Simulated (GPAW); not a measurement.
Set up this calculation in GPAW 26.7.0, as an ASE script.

| Property | Result |
| --- | --- |
| Task | optical spectrum |
| Functional | PBE |
| Potentials or basis | GPAW PAW data sets (gpaw-data 1.2.1) |
| Cutoff | 400 eV |
| Basis | pw |
| k mesh | 9 × 9 × 9 |
| Occupations | fermi-dirac, width 0.05 eV |
| Spin | no spin polarisation |
| Eta | 0.1 eV |
| Response ecut | 50 eV |
| Scissors | 0 eV |
| Kernel | RPA |
| Maxiter | 150 |
| Response k mesh | 29 × 29 × 29 |
| Domega0 | 0.05 eV |
| Omega2 | 10 eV |
| Response bands | 16 |
| Directions | ["x"] |
| Intraband | yes |

The structure of Ti lies in Ti.xyz:

```xyz
1
Lattice="-1.6518678664 1.6518678664 1.6518678664 1.6518678664 -1.6518678664 1.6518678664 1.6518678664 1.6518678664 -1.6518678664" Properties=species:S:1:pos:R:3 pbc="T T T"
Ti     0.0000000000      0.0000000000      0.0000000000
```

This isn't the form of Ti at room conditions, which is hcp.

One way to write it, as run:

run.py

```python
from ase.dft.bandgap import bandgap
from ase.io import read, write
from gpaw import GPAW, PW
from gpaw.response.df import DielectricFunction

atoms = read('Ti.xyz')

calc = GPAW(mode=PW(400),
            xc='PBE',
            kpts={'size': (9, 9, 9), 'gamma': True},
            occupations={'name': 'fermi-dirac', 'width': 0.05},
            nbands=14,
            convergence={'density': 1e-06},
            maxiter=150,
            txt='gpaw.txt')
atoms.calc = calc
energy = atoms.get_potential_energy()
calc.write('gs.gpw')
write('result.traj', atoms)
print(f'Energy: {energy:.6f} eV')
print('Fermi level:', round(calc.get_fermi_level(), 4), 'eV')
print(f'Gap: {bandgap(calc)[0]:.4f} eV, direct: {bandgap(calc, direct=True)[0]:.4f} eV')

dense = calc.fixed_density(kpts={'size': (29, 29, 29), 'gamma': True},
                           nbands=22, convergence={'bands': 16, 'eigenstates': 1e-7},
                           update_fermi_level=True, txt='dense.txt')
dense.write('dense.gpw', mode='all')

df = DielectricFunction('dense.gpw', frequencies={'type': 'nonlinear', 'domega0': 0.05, 'omega2': 10},
                        eta=0.1, ecut=50, nbands=16, rate='eta', txt='df.txt')
for direction in ['x']:
    df.get_dielectric_function(xc='RPA', direction=direction, filename=f'df_{direction}.csv')
```

Potentials or basis: GPAW PAW data sets (gpaw-data 1.2.1), pw.

Command:

```console
$ OMP_NUM_THREADS=1 python run.py
```

It gave:

The band gap on the k mesh is none (metal or under the smearing width).

Caveat: the intraband term hangs on this k mesh; the long-wavelength limit can be off by several per cent where d states take part; independent-particle spectra lack excitons.

Run time: 81 s on 1 thread of Arm Neoverse V1 (shared host), peak memory 0.37 GiB.
